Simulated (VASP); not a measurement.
# MoS2 (Fm-3m) in VASP: a series of runs, part 2 of 2

VASP 6.6.1.

## 3. Single point, PBEsol+U, collinear spin, ferromagnetic start

INCAR reads:

```
SYSTEM = MoS2
  PREC = Accurate
  ENCUT = 520
  EDIFF = 1E-7
  ISMEAR = 0
  SIGMA = 0.05
  LREAL = .False.
  LASPH = .True.
  NELM = 80
  ALGO = Normal
  ISIF = 2
  LWAVE = .False.
  LCHARG = .True.
  ISPIN = 2
  MAGMOM = 1 0 0
  LORBIT = 11
  NUPDOWN = 2
  LMAXMIX = 4
  LDAU = .True.
  LDAUTYPE = 2
  LDAUL = 2 -1
  LDAUU = 6 0
  LDAUJ = 0 0
  LDAUPRINT = 1
  GGA = PS
  LELF = .True.
  LVHAR = .True.
  NBANDS = 24
```

KPOINTS reads:

```
Automatic mesh
0
Gamma
  6 6 6
  0 0 0
```

POSCAR reads:

```
MoS2
1.0
    0.0000000000      2.9959514200      2.9959514200
    2.9959514200      0.0000000000      2.9959514200
    2.9959514200      2.9959514200      0.0000000000
Mo S
1 2
Direct
    0.0000000000      0.0000000000      0.0000000000
    0.2500000000      0.2500000000      0.2500000000
    0.7500000000      0.7500000000      0.7500000000
```

Potentials or basis: VASP PAW PBE potentials, release 64 (Mo_sv, S).

Launch:

```
cat potpaw_PBE.64/Mo_sv/POTCAR potpaw_PBE.64/S/POTCAR > POTCAR
mpirun -np 1 vasp_std > vasp.out
```

OUTCAR:

```text
SYSTEM = MoS2
   PREC = Accurate
   ENCUT = 520
   EDIFF = 1E-7
   ISMEAR = 0
   LREAL = .False.
   LASPH = .True.
   NELM = 80
   ISIF = 2
   ISPIN = 2
   LORBIT = 11
   NUPDOWN = 2
   GGA = PS

 ion  position               nearest neighbor table
   1  0.000  0.000  0.000-   3 2.59   3 2.59   3 2.59   2 2.59   2 2.59   2 2.59   3 2.59   2 2.59

   2  0.250  0.250  0.250-   1 2.59   1 2.59   1 2.59   1 2.59
   3  0.750  0.750  0.750-   1 2.59   1 2.59   1 2.59   1 2.59

  LATTYP: Found a face centered cubic cell.
 ALAT       =     5.9919028400

  Lattice vectors:

[... 1111 lines left out ...]
  energy-cutoff  :      520.00
  volume of cell :       53.78
      direct lattice vectors                 reciprocal lattice vectors
     0.000000000  2.995951420  2.995951420    -0.166891892  0.166891892  0.166891892
     2.995951420  0.000000000  2.995951420     0.166891892 -0.166891892  0.166891892
     2.995951420  2.995951420  0.000000000     0.166891892  0.166891892 -0.166891892

 POSITION                                       TOTAL-FORCE (eV/Angst)
 -----------------------------------------------------------------------------------
      0.00000      0.00000      0.00000        -0.000000      0.000000     -0.000000
      1.49798      1.49798      1.49798         0.000000      0.000000      0.000000
      4.49393      4.49393      4.49393        -0.000000     -0.000000     -0.000000
 -----------------------------------------------------------------------------------
    total drift:                                0.000000     -0.000000      0.000000

  FREE ENERGIE OF THE ION-ELECTRON SYSTEM (eV)
  ---------------------------------------------------
  free  energy   TOTEN  =       -16.1051291844 eV

  energy  without entropy=      -16.1040783983  energy(sigma->0) =      -16.10460379

 total charge

# of ion       s       p       d       tot
------------------------------------------
    1        2.257   6.154   3.631  12.042
    2        1.349   2.359   0.000   3.708
    3        1.349   2.359   0.000   3.708
--------------------------------------------------
tot          4.955  10.872   3.631  19.459

 magnetization (x)

# of ion       s       p       d       tot
------------------------------------------
    1        0.040   0.035   2.205   2.280
    2       -0.008  -0.183   0.000  -0.191
    3       -0.008  -0.183   0.000  -0.191
--------------------------------------------------
tot          0.024  -0.331   2.205   1.899
```

OSZICAR:

```text
N       E                     dE             d eps       ncg     rms          rms(c)
DAV:   1     0.172707949664E+03    0.17271E+03   -0.12657E+04  1536   0.100E+03
DAV:   2    -0.102050875128E+02   -0.18291E+03   -0.17542E+03  1912   0.271E+02
DAV:   3    -0.164076095240E+02   -0.62025E+01   -0.61644E+01  1888   0.468E+01
DAV:   4    -0.164605503156E+02   -0.52941E-01   -0.52929E-01  1800   0.476E+00
DAV:   5    -0.164613064799E+02   -0.75616E-03   -0.75607E-03  1896   0.561E-01    0.175E+01
DAV:   6    -0.162300837302E+02    0.23122E+00   -0.17490E+01  1560   0.205E+01    0.949E+00
DAV:   7    -0.160728441456E+02    0.15724E+00   -0.24645E+00  1568   0.837E+00    0.572E+00
DAV:   8    -0.160942165772E+02   -0.21372E-01   -0.10736E-01  1856   0.155E+00    0.309E+00
DAV:   9    -0.161043355977E+02   -0.10119E-01   -0.50180E-02  1760   0.103E+00    0.546E-01
DAV:  10    -0.161047512778E+02   -0.41568E-03   -0.87853E-03  1760   0.473E-01    0.184E-01
DAV:  11    -0.161049329743E+02   -0.18170E-03   -0.41503E-04  1800   0.106E-01    0.112E-01
DAV:  12    -0.161051078289E+02   -0.17485E-03   -0.35062E-04  1720   0.773E-02    0.506E-02
DAV:  13    -0.161051249488E+02   -0.17120E-04   -0.55895E-05  1776   0.435E-02    0.156E-02
DAV:  14    -0.161051275146E+02   -0.25657E-05   -0.61058E-06  1848   0.143E-02    0.109E-02
DAV:  15    -0.161051288388E+02   -0.13242E-05   -0.28844E-06  1688   0.106E-02    0.426E-03
DAV:  16    -0.161051291081E+02   -0.26930E-06   -0.43371E-07  1752   0.318E-03    0.189E-03
DAV:  17    -0.161051291844E+02   -0.76333E-07   -0.46534E-08  1360   0.116E-03
   1 F= -.16105129E+02 E0= -.16104604E+02  d E =-.105079E-02  mag=     2.0000
```

stdout:

```text
POSCAR found type information on POSCAR MoS
 POSCAR found :  2 types and       3 ions
 scaLAPACK will be used
 -----------------------------------------------------------------------------
|                                                                             |
|                                                                             |
|     You enforced a specific xc type in the INCAR file but a different       |
|     I HOPE YOU KNOW WHAT YOU ARE DOING!                                     |
|                                                                             |
 -----------------------------------------------------------------------------

 LDA part: xc-table for (Slater+PW92), standard interpolation
 POSCAR, INCAR and KPOINTS ok, starting setup
 FFT: planning ... GRIDC
 FFT: planning ... GRID_SOFT
 FFT: planning ... GRID
 WAVECAR not read
 entering main loop
```

Run time: 62 s. Hardware: 1 thread of AMD EPYC 7R43 (Zen 3), shared host; peak memory 0.19 GiB.

Results:

```yaml
Free_energy: -16.1051 eV
Pressure: 1.8 GPa
Net_moment: 2.00 μB per cell
Site_moments: Mo +2.28; S -0.19 μB
Valence_electrons_inside_the_program's_atomic_spheres: Mo 12.04; S 3.71
```

Eigenvalues of the final occupation matrices:
```csv
site,spin,trace,eigenvalues
site 1 d,1,2.95,0.41 0.41 0.41 0.85 0.85
site 1 d,2,0.73,0.03 0.03 0.22 0.22 0.22
```

Caveat: the PAW data sets were made with another functional, which shifts forces and pressure a little; the total moment is fixed, so each spin has its own Fermi level. The state reached can hang on the start; a lower one may exist.

## 4. Single point, PBEsol+U, collinear spin, ferromagnetic start

INCAR reads:

```
  ALGO = Normal
  EDIFF = 1E-6
  ENCUT = 520
  GGA = PS
  ISIF = 2
  ISMEAR = 0
  ISPIN = 2
  LASPH = True
  LCHARG = True
  LDAU = True
  LDAUJ = 0 0
  LDAUL = 2 -1
  LDAUPRINT = 1
  LDAUTYPE = 2
  LDAUU = 5 0
  LELF = True
  LMAXMIX = 4
  LORBIT = 11
  LREAL = False
  LVHAR = True
  LWAVE = False
  MAGMOM = 1 0 0
  NBANDS = 24
  NELM = 100
  PREC = Accurate
  SIGMA = 0.05
```

KPOINTS reads:

```
k-points
0
Gamma
  6 6 6
```

POSCAR is that of step 3.

Launch:

```
cat potpaw_PBE.64/Mo_sv/POTCAR potpaw_PBE.64/S/POTCAR > POTCAR
mpirun -np 1 vasp_std > vasp.out
```

Wall time 55 s (1 thread of AMD EPYC 7R43 (Zen 3), shared host); peak memory 0.18 GiB.

Results (log left out):

| Item | Value |
| --- | --- |
| Free energy | -16.8967 eV |
| Pressure | 0.2 GPa |
| Band gap on the k mesh | none (metal or under the smearing width) |
| Net moment | 2.01 μB per cell |
| Site moments | Mo +2.17; S -0.15 μB |
| Valence electrons inside the program's atomic spheres | Mo 12.05; S 3.70 |

Levels at points of the mesh, in eV from the Fermi level:
Spin up:
| k point | band 12 | band 13 | band 14 | band 15 | band 16 | band 17 |
| --- | --- | --- | --- | --- | --- | --- |
| (0.00, 0.00, 0.00) | -1.22 | -1.22 | -1.22 | 2.59 | 2.59 | 2.59 |
| (0.50, 0.00, 0.00) | -3.58 | -3.52 | -3.52 | -0.04 | 2.05 | 2.05 |
| (0.50, 0.50, 0.00) | -3.51 | -3.51 | -0.01 | 0.22 | 2.24 | 2.24 |
Spin down:
| k point | band 10 | band 11 | band 12 | band 13 | band 14 | band 15 |
| --- | --- | --- | --- | --- | --- | --- |
| (0.00, 0.00, 0.00) | -1.33 | -1.33 | -1.33 | 0.42 | 0.42 | 3.98 |
| (0.50, 0.00, 0.00) | -3.74 | -3.61 | -3.61 | 0.69 | 0.69 | 1.61 |
| (0.50, 0.50, 0.00) | -2.53 | -2.53 | -0.01 | 0.04 | 1.75 | 1.84 |

Eigenvalues of the final occupation matrices:
| site | spin | trace | eigenvalues |
| --- | --- | --- | --- |
| site 1 d | 1 | 2.90 | 0.41 0.41 0.41 0.84 0.84 |
| site 1 d | 2 | 0.79 | 0.04 0.04 0.24 0.24 0.24 |

Caveat: the PAW data sets were made with another functional, which shifts forces and pressure a little. The state reached can hang on the start; a lower one may exist.

## 5. The runs side by side

| spin | U | fixed moment (μB) | gap on the mesh (eV) | pressure (GPa) | moment (μB) |
| --- | --- | --- | --- | --- | --- |
| collinear, random start | Mo d U = 6 eV | - | none | 1.8 | 2.02 |
| collinear, ferromagnetic start | Mo d U = 6 eV | 2 | - | 1.8 | 2.00 |
| collinear, ferromagnetic start | Mo d U = 5 eV | - | none | 0.2 | 2.01 |

Alike in all rows: task single point; level PBEsol+U; potentials or basis VASP PAW PBE potentials, release 64 (Mo_sv, S); cell as given; k mesh 6 × 6 × 6; cutoff (eV) 520; smearing gaussian 0.05 eV.

Caveats: the PAW data sets were made with another functional, which shifts forces and pressure a little; the total moment is fixed, so each spin has its own Fermi level (some runs).

Total energies depend on the potentials used, so only differences within one code and one set of settings carry meaning.
